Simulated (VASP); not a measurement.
# VASP 6.6.1, PBEsol single-point calculation, HfS₂ (1T (CdI2) bulk)

INCAR

```
ENCUT = 520
IBRION = -1
NSW = 0
NBANDS = 18
LCHARG = .FALSE.
GGA = PS
PREC = Accurate
ISMEAR = 0
LASPH = .TRUE.
EDIFF = 1E-7
ISIF = 2
LREAL = .FALSE.
LWAVE = .FALSE.
SIGMA = 0.01
NELM = 120
```

KPOINTS

```
KPOINTS created by Atomic Simulation Environment
0
Gamma
12 12 4
0 0 0
```

KPOINTS_OPT

```
special points
8
Reciprocal
0.0000000000 0.0000000000 0.0000000000 1
0.5000000000 0.0000000000 0.0000000000 1
0.3333333333 0.3333333333 0.0000000000 1
0.0000000000 0.0000000000 0.5000000000 1
0.5000000000 0.0000000000 0.5000000000 1
0.3333333333 0.3333333333 0.5000000000 1
0.0000000000 0.0833333333 0.0000000000 1
0.0000000000 0.2500000000 0.2500000000 1
```

POSCAR

```
Hf S
 1.0000000000000000
     3.6302959599184668   -0.0000000000290267    0.0000000000000000
    -1.8151479799340957    3.1439285245599193   -0.0000000000000000
     0.0000000000000000    0.0000000000000000    5.8783581970002343
 Hf  S
   1   2
Cartesian
 -0.0000000000000000 -0.0000000000000000 -0.0000000000000000
  0.0000000000167586  2.0959523496969368  1.4380108257884179
  1.8151479799676122  1.0479761748339551  4.4403473712118142
```

VASP ran with the recommended PBE PAW datasets (22 valence electrons in the cell).

Command

```
mpirun -np 1 vasp_std
```

OSZICAR

```
N       E                     dE             d eps       ncg     rms          rms(c)
DAV:   1     0.909871015122E+02    0.90987E+02   -0.10903E+04  2484   0.109E+03
DAV:   2    -0.202498201174E+02   -0.11124E+03   -0.10810E+03  3286   0.237E+02
DAV:   3    -0.256759292851E+02   -0.54261E+01   -0.54054E+01  3230   0.448E+01
DAV:   4    -0.257414450098E+02   -0.65516E-01   -0.65466E-01  3378   0.575E+00
DAV:   5    -0.257426845092E+02   -0.12395E-02   -0.12393E-02  3230   0.743E-01    0.504E+01
DAV:   6    -0.241728495825E+02    0.15698E+01   -0.38040E+00  2750   0.947E+00    0.367E+01
DAV:   7    -0.241155326749E+02    0.57317E-01   -0.15294E+00  2980   0.694E+00    0.315E+00
DAV:   8    -0.240580399343E+02    0.57493E-01   -0.24831E-01  2694   0.277E+00    0.182E+00
DAV:   9    -0.240550171708E+02    0.30228E-02   -0.27895E-02  3136   0.965E-01    0.667E-01
DAV:  10    -0.240551284077E+02   -0.11124E-03   -0.30288E-03  2822   0.284E-01    0.328E-01
DAV:  11    -0.240551640833E+02   -0.35676E-04   -0.10409E-04  3290   0.681E-02    0.165E-01
DAV:  12    -0.240551552263E+02    0.88570E-05   -0.36094E-05  2752   0.316E-02    0.184E-02
DAV:  13    -0.240551569644E+02   -0.17382E-05   -0.46506E-06  3090   0.118E-02    0.629E-03
DAV:  14    -0.240551570317E+02   -0.67306E-07   -0.24686E-07  3102   0.261E-03
   1 F= -.24055157E+02 E0= -.24055157E+02  d E =-.491992E-82
       N       E                     dE             ncg
DAV:   1     0.185318977256E+04   -0.44216E+04      288
DAV:   2     0.972389172561E+03   -0.88080E+03      406
DAV:   3     0.929283604505E+03   -0.43106E+02      372
DAV:   4     0.928642188674E+03   -0.64142E+00      388
DAV:   5     0.928630954119E+03   -0.11235E-01      366
DAV:   6     0.928630625904E+03   -0.32822E-03      388
DAV:   7     0.928630614245E+03   -0.11659E-04      390
DAV:   8     0.928630613771E+03   -0.47413E-06      374
DAV:   9     0.928630613753E+03   -0.17782E-07      260
```

From OUTCAR

```
k-points           NKPTS =     69   k-points in BZ     NKDIM =     69   number of bands    NBANDS=     18

   NELECT =      22.0000    total number of electrons

   dimension x,y,z NGX =    28 NGY =   28 NGZ =   48
   dimension x,y,z NGXF=    56 NGYF=   56 NGZF=   96

  energy-cutoff  :      520.00
  volume of cell :       67.09
      direct lattice vectors                 reciprocal lattice vectors
     3.630295960 -0.000000000  0.000000000     0.275459635  0.159036694  0.000000000
    -1.815147980  3.143928525  0.000000000     0.000000000  0.318073389  0.000000000
     0.000000000  0.000000000  5.878358197     0.000000000  0.000000000  0.170115527

 k-points in reciprocal lattice and weights: KPOINTS created by Atomic Simulation Env
   0.00000000  0.00000000  0.00000000       0.002
   0.08333333 -0.00000000  0.00000000       0.010
   0.16666667 -0.00000000  0.00000000       0.010
   0.25000000 -0.00000000  0.00000000       0.010
   0.33333333  0.00000000  0.00000000       0.010
   0.41666667 -0.00000000  0.00000000       0.010
   0.50000000 -0.00000000  0.00000000       0.005
   0.08333333  0.08333333  0.00000000       0.010
   ...

 E-fermi :   3.3666

 k-point     1 :       0.0000    0.0000    0.0000
  band No.  band energies     occupation
      1     -27.5110      2.00000
      2     -27.3968      2.00000
      3     -27.3968      2.00000
      4      -9.9238      2.00000
      5      -8.1672      2.00000
      6      -1.6277      2.00000
      7       0.3811      2.00000
      8       0.3811      2.00000
      9       3.1129      2.00000
     10       3.1129      2.00000
     11       3.2135      2.00000
     12       5.0978      0.00000
     13       5.0978      0.00000
     14       5.7289      0.00000
     15       8.5617      0.00000
     16       8.5966      0.00000
     17       8.5966      0.00000
     18       8.8217      0.00000

 k-point     2 :       0.0833   -0.0000    0.0000
  band No.  band energies     occupation
      1     -27.5084      2.00000
      2     -27.4102      2.00000
      3     -27.3998      2.00000
      4      -9.8413      2.00000
      5      -8.1810      2.00000
      6      -1.5264      2.00000
      7       0.2811      2.00000
      8       0.4256      2.00000
      9       2.5675      2.00000
     10       2.8989      2.00000
     11       3.2326      2.00000
     12       5.1326      0.00000
     13       5.3512      0.00000
     14       5.8580      0.00000
     15       8.2129      0.00000
     16       8.5776      0.00000
     17       8.9222      0.00000
     18       9.5634      0.00000

 k-point     3 :       0.1667   -0.0000    0.0000
  band No.  band energies     occupation
      1     -27.5015      2.00000
      2     -27.4465      2.00000
      3     -27.4080      2.00000
      4      -9.6082      2.00000
      5      -8.2186      2.00000
      6      -1.2389      2.00000
      7       0.0772      2.00000
      8       0.5387      2.00000
      9       1.5015      2.00000
     10       2.4887      2.00000
     11       3.1264      2.00000
     12       4.9827      0.00000
     13       5.8559      0.00000
     14       6.1898      0.00000
     15       8.1905      0.00000
     16       8.6132      0.00000
     17       9.7956      0.00000
     18      10.5668      0.00000

 k-point     4 :       0.2500   -0.0000    0.0000
  band No.  band energies     occupation
      1     -27.4976      2.00000
      2     -27.4900      2.00000
      3     -27.4191      2.00000
      4      -9.2691      2.00000
      5      -8.2663      2.00000
      6      -0.8550      2.00000
      7      -0.0851      2.00000
      8       0.4782      2.00000
      9       0.6621      2.00000
     10       2.1308      2.00000
     11       2.7216      2.00000
     12       4.7365      0.00000
     13       6.3352      0.00000
     14       6.5915      0.00000
     15       8.6250      0.00000
     16       8.8322      0.00000
     17      10.6223      0.00000
     18      11.0811      0.00000

 k-point     5 :       0.3333    0.0000    0.0000
  band No.  band energies     occupation
      1     -27.5447      2.00000
      2     -27.4818      2.00000
      3     -27.4303      2.00000
      4      -8.9096      2.00000
      5      -8.2961      2.00000
      6      -0.9561      2.00000
      7      -0.0144      2.00000
      8       0.1004      2.00000
      9       0.7252      2.00000
     10       1.9239      2.00000
     11       2.1147      2.00000
     12       4.5206      0.00000
     13       6.7264      0.00000
     14       6.9975      0.00000
     15       9.1161      0.00000
     16       9.1940      0.00000
     17      10.4534      0.00000
     18      11.0015      0.00000

 k-point     6 :       0.4167   -0.0000    0.0000
  band No.  band energies     occupation
      1     -27.5799      2.00000
      2     -27.4748      2.00000
      3     -27.4384      2.00000
      4      -8.6691      2.00000
      5      -8.2606      2.00000
      6      -1.5039      2.00000
      7       0.1638      2.00000
      8       0.4503      2.00000
      9       0.7186      2.00000
     10       1.5141      2.00000
     11       1.8563      2.00000
     12       4.3836      0.00000
     13       7.0336      0.00000
     14       7.2037      0.00000
     15       9.1509      0.00000
     16       9.5162      0.00000
     17      10.2944      0.00000
     18      10.8356      0.00000

 k-point     7 :       0.5000   -0.0000    0.0000
  band No.  band energies     occupation
      1     -27.5926      2.00000
      2     -27.4722      2.00000
      3     -27.4414      2.00000
      4      -8.6088      2.00000
      5      -8.2101      2.00000
      6      -1.7308      2.00000
      7       0.3032      2.00000
      8       0.6478      2.00000
      9       0.7048      2.00000
     10       1.2079      2.00000
     11       1.8473      2.00000
     12       4.3374      0.00000
     13       7.1642      0.00000
     14       7.1814      0.00000
     15       9.3975      0.00000
     16       9.6421      0.00000
     17       9.7401      0.00000
     18      11.1743      0.00000

 k-point     8 :       0.0833    0.0833    0.0000
  band No.  band energies     occupation
      1     -27.5037      2.00000
      2     -27.4344      2.00000
      3     -27.4061      2.00000
      4      -9.6834      2.00000
      5      -8.2068      2.00000
      6      -1.3306      2.00000
      7       0.1366      2.00000
      8       0.4936      2.00000
      9       1.8612      2.00000
     10       2.5041      2.00000
     11       3.1881      2.00000
     12       5.3283      0.00000
     13       5.3997      0.00000
     14       6.1625      0.00000
     15       8.2317      0.00000
     16       8.4009      0.00000
     17       9.6478      0.00000
     18      10.3237      0.00000

 k-point     9 :       0.1667    0.0833    0.0000
  band No.  band energies     occupation
      1     -27.4955      2.00000
      2     -27.4753      2.00000
      3     -27.4175      2.00000
      4      -9.3955      2.00000
      5      -8.2503      2.00000
      6      -0.9736      2.00000
      7      -0.0312      2.00000
      8       0.5305      2.00000
      9       0.9572      2.00000
     10       2.0425      2.00000
     11       2.9361      2.00000
     12       5.1188      0.00000
     13       5.8446      0.00000
     14       6.6052      0.00000
     15       8.2821      0.00000
     16       8.6904      0.00000
     17      10.6174      0.00000
     18      11.1753      0.00000

 k-point    10 :       0.2500    0.0833    0.0000
  band No.  band energies     occupation
      1     -27.5224      2.00000
      2     -27.4855      2.00000
      3     -27.4307      2.00000
      4      -9.0391      2.00000
      5      -8.2929      2.00000
      6      -0.6974      2.00000
      7      -0.1096      2.00000
      8       0.0793      2.00000
      9       0.7229      2.00000
     10       1.7319      2.00000
     11       2.4455      2.00000
     12       4.8933      0.00000
     13       6.2806      0.00000
     14       7.0367      0.00000
     15       8.4193      0.00000
     16       9.3927      0.00000
     17      10.8505      0.00000
     18      11.3429      0.00000

 k-point    11 :       0.3333    0.0833    0.0000
  band No.  band energies     occupation
      1     -27.5624      2.00000
      2     -27.4772      2.00000
      3     -27.4422      2.00000
      4      -8.7253      2.00000
      5      -8.2972      2.00000
      6      -1.1819      2.00000
      7       0.0082      2.00000
      8       0.2707      2.00000
      9       0.7143      2.00000
     10       1.5710      2.00000
     11       1.8613      2.00000
     12       4.7463      0.00000
     13       6.6804      0.00000
     14       7.2574      0.00000
     15       8.7017      0.00000
     16       9.7118      0.00000
     17      10.6215      0.00000
     18      10.9733      0.00000

 ...

  Total       -1.0294237     -1.0294237     -0.3130927      0.0000000     -0.0000000      0.0000000
  in kB      -24.5829491    -24.5829491     -7.4767491      0.0000000     -0.0000000      0.0000000
  external PRESSURE =     -18.8808824 kB  Pullay stress =       0.0000000 kB

 POSITION                                       TOTAL-FORCE (eV/Angst)
 -----------------------------------------------------------------------------------
      0.00000      0.00000      0.00000         0.000000      0.000000      0.000000
      0.00000      2.09595      1.43801         0.000000      0.000000     -0.134292
      1.81515      1.04798      4.44035        -0.000000     -0.000000      0.134292
 -----------------------------------------------------------------------------------
    total drift:                               -0.000000      0.000000     -0.000000

  FREE ENERGIE OF THE ION-ELECTRON SYSTEM (eV)
  ---------------------------------------------------
  free  energy   TOTEN  =       -24.0551570317 eV

  energy  without entropy=      -24.0551570317  energy(sigma->0) =      -24.05515703
```

- gap between bands v and c: 0.96 eV
- least direct gap: 1.82 eV
- pressure: -1.9 GPa
- largest force: 0.13 eV/Å

Band v is the last that the valence electrons fill when counted band by band, and c is the next.

The run took about 31 s on one core of a shared host (Intel Xeon 6975P-C) and held 0.25 GiB at most.
